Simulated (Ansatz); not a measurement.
# Ga2O3: the cost of one run

Method: DFT PBE, scalar-relativistic, plane waves, PAW, in Ansatz 0.2.0.

2 further runs of the same task are left out: 2 set aside as unsound or not needed.

## Step 1: The structure to begin with

It takes space group C2/m (No. 12, monoclinic). The conventional cell has a = 12.455 Å, b = 3.084 Å, c = 5.878 Å, α = 90.00°, β = 103.70°, γ = 90.00°. Ga (site symmetry m) is surrounded by 4 O at 1.86 to 1.90 Å. Ga (site symmetry m) is surrounded by 6 O at 1.97 to 2.11 Å. O (site symmetry m) has 3 Ga at 1.86 to 1.97 Å in its first shell of neighbours. O (site symmetry m) is surrounded by 4 Ga at 1.90 to 2.11 Å.

Structure file:

```cif
data_structure
_symmetry_space_group_name_H-M 'P 1'
_symmetry_Int_Tables_number 1
_cell_length_a 6.4155
_cell_length_b 6.4155
_cell_length_c 5.8775
_cell_angle_alpha 103.293
_cell_angle_beta 103.293
_cell_angle_gamma 27.811
_cell_volume 109.65
loop_
_atom_site_label
_atom_site_type_symbol
_atom_site_fract_x
_atom_site_fract_y
_atom_site_fract_z
_atom_site_occupancy
Ga1 Ga 0.08991 0.08991 0.79472 1
Ga2 Ga 0.91009 0.91009 0.20528 1
Ga3 Ga 0.65850 0.65850 0.31420 1
Ga4 Ga 0.34150 0.34150 0.68580 1
O1 O 0.16349 0.16349 0.10921 1
O2 O 0.83651 0.83651 0.89079 1
O3 O 0.17370 0.17370 0.56436 1
O4 O 0.82630 0.82630 0.43564 1
O5 O 0.49602 0.49602 0.25668 1
O6 O 0.50398 0.50398 0.74332 1
```

It is the result of an earlier relaxation at this level (volume 10.97 Å³/atom; gap on the mesh: 2.01 eV).

## Step 2: Zero of the scan

The input, input.yaml:

```yaml
crystal:
  lattice:
    - [6.2274305598, -1.541756525, 0.0114924401]
    - [6.2274305598, 1.541756525, 0.0114924401]
    - [-1.4027234635, 0.0, 5.7076941923]
  atoms:
    - { symbol: Ga, position: [0.0899134338, 0.0899134338, 0.7947233208] }
    - { symbol: Ga, position: [0.9100865662, 0.9100865662, 0.2052766792] }
    - { symbol: Ga, position: [0.6585007301, 0.6585007301, 0.3141978956] }
    - { symbol: Ga, position: [0.3414992699, 0.3414992699, 0.6858021044] }
    - { symbol: O, position: [0.1634883775, 0.1634883775, 0.1092060622] }
    - { symbol: O, position: [0.8365116225, 0.8365116225, 0.8907939378] }
    - { symbol: O, position: [0.173701313, 0.173701313, 0.5643594347] }
    - { symbol: O, position: [0.826298687, 0.826298687, 0.4356405653] }
    - { symbol: O, position: [0.4960195697, 0.4960195697, 0.2566813608] }
    - { symbol: O, position: [0.5039804303, 0.5039804303, 0.7433186392] }
basis:
  ecutwfc: 420
kpoints:
  mp_grid: { grid: [8, 8, 4] }
hamiltonian:
  xc: pbe
scf:
  occupations: { method: gaussian, width: 0.05 }
output:
  forces: true
  stress: true
  eigenvalues: true
```

The run is started by

```sh
> ansatz run input.yaml --threads 2 --pin off --max-ram 5120MiB --backend cpu --events-out ev --progress --plain --runs-dir out
```

What time and memory should one allow on 2 threads of Arm Neoverse V2, shared host?

About 11 s, with a peak of 0.59 GiB.
